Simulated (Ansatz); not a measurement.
## Li2S: what each run costs

Cell: 3 atoms, space group Fm-3m, a = 4.023 Å, b = 4.023 Å, c = 4.023 Å, α = 60.00°, β = 60.00°, γ = 60.00°.

All runs are DFT with Ansatz 0.2.0 on 1 thread of Arm Neoverse V2 (aarch64; 8 cores open to the job, memory cap 2.5 GiB, no GPU), a shared host.

Question: Rank the runs by wall time, shortest first.
A. dielectric tensor by linear response, PBE, 420 eV, 8×8×8 k-points, fixed occupations
B. relaxation of the ions, PBE, 420 eV, 8×8×8 k-points, smearing 0.02 eV
C. core holes on 1 sites, PBE, 420 eV, 3×3×3 k-points, fixed occupations, 24 atoms

Answer: B (1.7 s, 0.31 GiB), A (6.2 s, 0.34 GiB), C (31 s, 0.82 GiB).
